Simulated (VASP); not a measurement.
Wanted: the native input for a VASP 6.6.1 run.

* Task: single point
* Functional: PBEsol
* Potentials or basis: VASP PAW PBE potentials, release 64 (Ge_d, Si)
* Cutoff: 520 eV
* k mesh: 8 × 8 × 4
* Occupations: fermi-dirac, width 0.05 eV
* Spin: no spin polarisation
* Ladder: free
* Further INCAR settings: ALGO = Normal; EDIFF = 1e-07; NBANDS = 26

The structure of SiGe lies in POSCAR:

```
SiGe
1.0
    3.9044512986      0.0000000000      0.0000000000
   -1.9522256493      3.3813540124      0.0000000000
    0.0000000000      0.0000000000      6.4507830000
Ge Si
2 2
Direct
    0.3333333333      0.6666666667      0.0003920000
    0.6666666667      0.3333333333      0.5003920000
    0.3333333333      0.6666666667      0.3746070000
    0.6666666667      0.3333333333      0.8746070000
```

The cell comes from a database or a generator and needn't be the stable form of this composition.

These files were run (other wordings do the same):

INCAR

```
SYSTEM = SiGe
PREC = Accurate
ENCUT = 520
EDIFF = 1E-7
ISMEAR = -1
SIGMA = 0.05
LREAL = .False.
LASPH = .True.
NELM = 100
ALGO = Normal
ISIF = 2
LWAVE = .False.
LCHARG = .True.
GGA = PS
LELF = .True.
LVHAR = .True.
NBANDS = 26
```

KPOINTS

```
regular mesh
0
Gamma
  8 8 4
  0 0 0
```

Potentials or basis: VASP PAW PBE potentials, release 64 (Ge_d, Si).

Run with:

```bash
$ cat potpaw_PBE.64/Ge_d/POTCAR potpaw_PBE.64/Si/POTCAR > POTCAR
$ mpirun -np 1 vasp_std > vasp.out
```

Results of the run:

| Property | Result |
| --- | --- |
| Pressure | -0.3 GPa |
| Largest force | 0.010 eV/Å |
| Band gap on the k mesh | 0.35 eV, indirect (least direct gap 0.40 eV) |

Caveat: the PAW data sets were made with another functional, which shifts forces and pressure a little.

It took 42 s on 1 thread of Intel(R) Xeon(R) Platinum 8559C (Emerald Rapids) (shared host), peak memory 0.22 GiB.
